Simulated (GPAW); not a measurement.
Crystal: BaF2 (Frankdicksonite).

```
Ba F
1.0
     0.00000    3.10005    3.10005
     3.10005    0.00000    3.10005
     3.10005    3.10005    0.00000
Ba F
1 2
Direct
  0.00000 0.00000 0.00000
  0.75000 0.75000 0.75000
  0.25000 0.25000 0.25000
```

Base run:

```yaml
Program: GPAW 26.7.0
Functional: SCAN
Potentials_or_basis: GPAW PAW data sets (gpaw-data 1.2.1)
Cutoff: 800 eV
Basis: pw
k_mesh: 6 × 6 × 6
Occupations: fermi-dirac, width 0.05 eV
Spin: no spin polarisation
```

Its results: band gap on the k mesh 7.28 eV, indirect (least direct gap 7.35 eV); pressure -1.0 GPa.

Problem. After a change of settings the same cell gave: band gap on the k mesh 7.35 eV, indirect (least direct gap 7.41 eV); pressure 0.1 GPa. Which change was it?
A. functional from SCAN to PW91; potentials or basis from GPAW PAW data sets (gpaw-data 1.2.1) to PAW data sets generated in the run's folder for this functional
B. functional from SCAN to LDA; potentials or basis from GPAW PAW data sets (gpaw-data 1.2.1) to the program's PAW data sets (release 1.2.1) made for this functional
C. functional from SCAN to TPSS
D. functional from SCAN to RPBE; potentials or basis from GPAW PAW data sets (gpaw-data 1.2.1) to the program's PAW data sets (release 1.2.1) made for this functional

Solution. C.

Caveats: the PAW data sets were made with another functional, which shifts forces and pressure a little; spin-orbit coupling is left out, which moves the levels of the heavy elements.

Runs at the PBE level aren't shown here.
